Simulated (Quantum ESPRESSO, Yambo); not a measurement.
Planning a run of Yambo 5.3.0 on SiC (Moissanite). The input:

```
HF_and_locXC
gw0
dyson
ppa
em1d
rim_cut
RandQpts= 1000000
RandGvec= 1 RL
EXXRLvcs= 74 Ry
VXCRLvcs= 296 Ry
Chimod= "HARTREE"
% BndsRnXp
 1 | 75 |
%
NGsBlkXp= 8 Ry
% LongDrXp
 1 | 1 | 1 |
%
% GbndRnge
 1 | 75 |
%
DysSolver= "n"
ExtendOut
PPAPntXp= 27.21138 eV
% QPkrange
 1 | 1 | 7 | 10 |
 7 | 7 | 7 | 10 |
 4 | 4 | 7 | 10 |
%
```

```sh
OMP_NUM_THREADS=1 mpirun -n 4 yambo -F gw4.in -J gw4 -C gw4 > gw4.log
```

The stored states that it reads are on a 3×3×4 mesh. The structure is hexagonal, space group P6_3mc (No. 186). Conventional cell: a = 3.076 Å, b = 3.076 Å, c = 5.048 Å, α = 90.00°, β = 90.00°, γ = 120.00°. Nearest to Si lie 4 C at 1.87 to 1.94 Å. Nearest to C lie 4 Si at 1.87 to 1.94 Å. Farther neighbours are not listed.

Q: How long will it take on 4 MPI ranks of Arm Neoverse N1, shared host, and how much memory?

It took 33 s; on shared hardware allow 17 s to 66 s. Peak host memory was 1.3 GiB.

The screening grows as filled bands × empty bands × pairs of k points, times the square of the screening basis for the matrix.

[Paths, hosts, dates, memory and timing lines, banners, echoed tables and standing remarks are left out of the program output.]

[Logs are printed without paths, hosts, clocks, repeated set-up lines and the standing remarks that a program may print on its own settings, such as how far it seeks lower states.]

[Runs of the session that timed out or met a known fault of the program may be left out.]

[Hosts, paths, dates, database ids (printed as entryN), source tags and the programs' standing remarks are cut or masked in the printed files.]
